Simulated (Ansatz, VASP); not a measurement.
Two plane-wave programs on Mg

```
Mg
1.0
     3.20930    0.00000    0.00000
    -1.60465    2.77934    0.00000
     0.00000    0.00000    5.21030
Mg
2
Direct
  0.66667 0.33333 0.75000
  0.33333 0.66667 0.25000
```

Alike in both runs: task relaxation of cell and atoms; functional HSE03; k mesh 5 × 5 × 3; occupations fermi-dirac, width 0.05 eV; no spin polarisation.

|  | VASP | Ansatz |
| --- | --- | --- |
| version | VASP 6.6.1 | Ansatz 0.2.0 |
| potentials or method | VASP PAW PBE potentials, release 64 (Mg) | Ansatz PAW |
| plane-wave cutoff (eV) | 600 | 420 |
| valence electrons in the cell | 4 | 20 |

|  | VASP | Ansatz | Ansatz less VASP |
| --- | --- | --- | --- |
| gap on the k mesh at the Fermi level, each at its own relaxed structure (eV) | none | none | - |
| relaxed volume (Å³/atom) | 22.86 | 22.97 | +0.110 |
| relaxed cell length with the largest relative difference (Å) | 3.185 | 3.190 | +0.0052 |

A gap of «none» marks a metal or a gap that the smearing closes. The two sets of potentials don't hold the same shells in valence.

Caveats: the k mesh is coarse (spacing up to 0.45 Å⁻¹), so the values aren't converged, least of all with exact exchange; the PAW data sets were made with another functional, which shifts forces and pressure a little (VASP); the plane-wave basis is chosen anew once the cell has moved, so the energies of steps on either side of that aren't comparable (Ansatz); the PAW data sets come from PBE, with cores solved anew for the run's functional, which leaves a small shift of forces and pressure (Ansatz).
